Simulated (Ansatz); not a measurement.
# Au: the cost of one run

Program: Ansatz 0.2.0. Level of theory: DFT PBE, scalar-relativistic, plane waves, PAW. These are calculated values, not measurements.

This is Au in the hcp structure; at room conditions it is fcc.

## (1) Starting point

It takes space group P6_3/mmc (No. 194, hexagonal). Conventional cell: a = 2.900 Å, b = 2.900 Å, c = 4.880 Å, α = 90.00°, β = 90.00°, γ = 120.00°. Around Au (site symmetry -6m2) lie 12 Au at 2.90 to 2.96 Å.

Structure file:

```
CELL_PARAMETERS angstrom
2.90000 0.00000 0.00000
-1.45000 2.51147 0.00000
0.00000 0.00000 4.88000
ATOMIC_POSITIONS crystal
Au 0.33333 0.66667 0.75000
Au 0.66667 0.33333 0.25000
```

No relaxation comes first: the listed cell is the starting point.

## (2) The reference: the undisturbed cell on the scan's mesh

File input.yaml:

```yaml
crystal:
  lattice:
    - [2.8999984104, 0.0, 0.0]
    - [-1.4499992052, 2.5114722944, 0.0]
    - [0.0, 0.0, 4.88]
  atoms:
    - { symbol: Au, position: [0.3333333333, 0.6666666667, 0.75] }
    - { symbol: Au, position: [0.6666666667, 0.3333333333, 0.25] }
basis:
  ecutwfc: 420
kpoints:
  mp_grid: { grid: [24, 24, 12] }
hamiltonian:
  xc: pbe
scf:
  occupations: { method: gaussian, width: 0.15 }
output:
  forces: true
  stress: true
  eigenvalues: true
```

Command:

```console
> ansatz run input.yaml --threads 1 --pin off --max-ram 2560MiB --backend cpu --events-out ev --progress --plain --runs-dir out
```

What time and memory should one allow on 1 thread of AMD EPYC 9R45 (Zen 5), shared host?

About 4.2 s, with a peak of 0.56 GiB.
